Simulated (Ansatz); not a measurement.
# Pd (Fm-3m) in Ansatz: a series of runs, part 2 of 2

Ansatz 0.2.0. The steps go on from the part before.

### 6 Relaxation of cell and atoms, PBE, target pressure 20 GPa, at which the enthalpy is minimised

input.yaml reads:

```yaml
crystal:
  lattice:
    - [0.0, 1.9465, 1.9465]
    - [1.9465, 0.0, 1.9465]
    - [1.9465, 1.9465, 0.0]
  atoms:
    - { symbol: Pd, position: [0.0, 0.0, 0.0] }
hamiltonian:
  xc: pbe
  pseudopotentials: { kind: paw }
kpoints:
  mp_grid: { grid: [12, 12, 12] }
scf:
  occupations: { method: fermi_dirac, width: 0.05 }
output:
  forces: true
  stress: true
  eigenvalues: true
relax:
  f_tol: 0.01
  max_steps: 40
  cell: { stress_tol: 0.05, p_target: 20.0 }
```

Potentials or basis: Ansatz PAW.

Launch:

```
> ansatz run input.yaml --threads 2 --pin off --max-ram 5632MiB --backend cpu --events-out ev --progress --plain --runs-dir out
```

Output:

```text
Warning: RAYON_NUM_THREADS=2 ignored (pool sized by the plan → 2); use --threads N
Engine: ansatz 0.2.0, x86_64-unknown-linux-gnu
Pseudopotentials: kind: paw
Pseudopotential: Pd, paw, valence charge 18, recommended cutoff 420 eV (normal), Pd.paw.azcp
Functional definition: PBE
  parameter kappa = 0.804
  parameter beta = 0.06672455060314922
  exchange = pbe_x(kappa = kappa, mu = beta*pi^2/3)
  correlation = pbe_c(beta = beta)
Crystal: 1 atoms, lattice volume = 14.750 Å³
Basis set: ecut = 420 eV, 283 PW (Γ), exchange–correlation on 40×40×40 points (8 copies of the dense FFT grid, shifted against one another)
Bands: 13, of which v1, the nominal top of the filled ones, is band 9 counted from 1 (8 counted from 0)
Symmetry: 48 space group operations
Space group: Fm-3m (ITA 225), of the structure as read, at distance tolerance 2.5e-5 Å
k-points: 72 of 1728
Non-local potential: Pd, projectors of the file, l = 0: 2, l = 1: 2, l = 2: 2, l = 3: 1
PAW form: soft (Blöchl's): semilocal exchange-correlation on the pseudo side does not see the compensation charge
PAW one-centre angular grid: Pd, 590 points (default); XC on 64 Gauss nodes
Initial density: superposition of atomic densities (neutral atoms: chi_scale 0, normalization atom), corrected by the library's trained network
Initial wavefunctions: pseudopotential atomic-orbital guess
Functional: x = pbe(κ = 0.804, μ = 0.2195149727645171), c = pbe(β = 0.06672455060314922)
SCF iter   1: F=—  HF=-6972.850576 eV  |F-HF|=—  |Δ(HF+E_count)|=         —  Δρ=4.39e-3  dr2=9.35e-4  ethr=1.77e-3  ⟨swp⟩=5.4  Hψ=5435  notcnv=0
preconditioner: auto → none  [metal: Δε(μ)=0.006 eV  Ē_g=14.308 eV  σ=0.050 eV  W_gap=0.03  n_scr=8 (ndim 8)  ℏωp=30.6 eV  f_vac=0.000  D(μ)=2.47/eV (n_scr^D=50)  sad-step TF]
[... 64 lines left out ...]
Internal energy: -6972.767385 eV  (E = F + TS)
E sigma→0 (E₀):  -6972.776456 eV
Entropy (-TS):   -0.018140 eV (-18.140 meV/atom)
Fermi energy:    21.306237 eV
--- Per-component energies (eV) ---
  E_band       = -113.069951
  E_kinetic    = 515.435756
  E_local      = -1670.565600  (includes V_loc(G=0)·N_el)
  E_nonlocal   = 216.943716
  E_hartree    = 683.678515
  E_xc         = -169.554201
  E_vxc        = -212.838535  (∫ρ·V_xc dr)
  E_paw        = -3750.211113  (= ΣΔE_a)
  E_vpaw       = -329.402582  (= ΣTr[D̂ρ^β])
  E_aug_tail   = 0.000239  (compensation charges beyond the density's cutoff)
  E_ewald      = -2798.494698
  E_smearing   = -0.018140  (= −TS)
  E_closure    = 0.000000  (closes the sum)
  Σ components = -6972.785526   (vs F -6972.785526, Δ=0.00e0)
--- Forces (eV/Å), atoms counted from 1 ---
  atom   1  Pd    -0.00000000    -0.00000000     0.00000000
  max |Σ_I F_I| component: 6.98e-32 eV/Å
--- Stress (GPa, compression-positive) ---
       20.048174      -0.000000      -0.000000
       -0.000000      20.048174       0.000000
       -0.000000      -0.000000      20.048174
  P = ⅓ Tr σ = 20.0482 GPa (200.482 kbar)
--- Band table (eV; the first three rows and the last of 72) ---
  k-point 0: bands = ["-62.9947", "-28.4479", "-28.4479", "-28.4479", "13.7518", "18.2195", "18.2195", "18.2195", "19.9836", "19.9836", "38.3559", "43.3647", "43.3647"]
  k-point 1: bands = ["-62.9900", "-28.4823", "-28.4527", "-28.4527", "14.0156", "18.1245", "18.3117", "18.3117", "19.9398", "19.9398", "38.6535", "41.9398", "43.6963"]
  k-point 2: bands = ["-62.9772", "-28.5758", "-28.4659", "-28.4659", "14.7235", "17.9621", "18.4981", "18.4981", "19.9090", "19.9090", "38.8364", "39.7954", "44.5853"]
  k-point 71: bands = ["-62.9013", "-28.7800", "-28.7800", "-28.6392", "16.5903", "17.6289", "17.6289", "19.8649", "21.6555", "30.5774", "30.5774", "32.1490", "33.3847"]
--- Relaxed structure (5 steps of the walk, 4 accepted, 1 SCFs on fresh bases) ---
  F+E_penalty+E_count = -6972.78552568 eV   max|allowed force component| = 0.000e0 eV/Å   (the final SCF, on the basis selected at the relaxed cell)
  cell:  # Å, volume = 13.9555 Å³
    - [2.284956327941655e-34, 1.9109028388985145, 1.9109028388985145]
    - [1.9109028388985145, 8.200360046040938e-35, 1.9109028388985145]
    - [1.9109028388985145, 1.9109028388985145, 2.1018409635694303e-34]
  atoms:
    - { symbol: Pd, position: [0.0, 0.0, 0.0] }
```

It took 3.5 s on 2 threads of Intel Xeon Platinum 8175M at 2.50GHz (Skylake/Cascade Lake), shared host; peak memory 0.35 GiB.

Results:

```yaml
Free_energy: -6972.7855 eV
Relaxed_volume: 13.96 Å³/atom
Relaxed_cell: a = 2.702 Å, b = 2.702 Å, c = 2.702 Å, α = 60.00°, β = 60.00°, γ = 60.00°
Space_group_after_relaxing_to_0.05_Å: Fm-3m (No. 225)
Energy_change_on_relaxing_the_enthalpy_is_what_falls: +65.1 meV/atom
Ionic_steps: 5
Pressure_after_relaxing: 20.0 GPa
Band_gap_on_the_k_mesh: none (metal or under the smearing width)
```

The path:
```csv
step,energy change (eV),largest force (eV/Å),volume (Å³)
1,0.0000,0.0000,14.75
2,0.0531,0.0000,14.05
3,0.0661,0.0000,13.94
4,0.0646,0.0000,13.96
5,0.0651,0.0000,13.96
```

Final structure:
```
Pd
1.0
     0.00000    1.91090    1.91090
     1.91090    0.00000    1.91090
     1.91090    1.91090    0.00000
Pd
1
Direct
  0.00000 0.00000 0.00000
```

Caveat: the plane-wave basis is chosen anew once the cell has moved, so the energies of steps on either side of that aren't comparable.

### 7 Summary

```tsv
cell	target pressure (GPa)	gap on the mesh (eV)	pressure (GPa)
relaxed	0	none	0.0
relaxed to 2 GPa	2	none	2.0
relaxed to 5 GPa	5	none	5.0
relaxed to 10 GPa	10	none	10.0
relaxed to 20 GPa	20	none	20.0
```

Alike in all rows: task relaxation of cell and atoms; level PBE; potentials or basis Ansatz PAW; no spin polarisation; k mesh 12 × 12 × 12; cutoff (eV) 420; smearing fermi-dirac 0.05 eV.

Caveats: the plane-wave basis is chosen anew once the cell has moved, so the energies of steps on either side of that aren't comparable.

Total energies depend on the potentials used, so only differences within one code and one set of settings carry meaning.
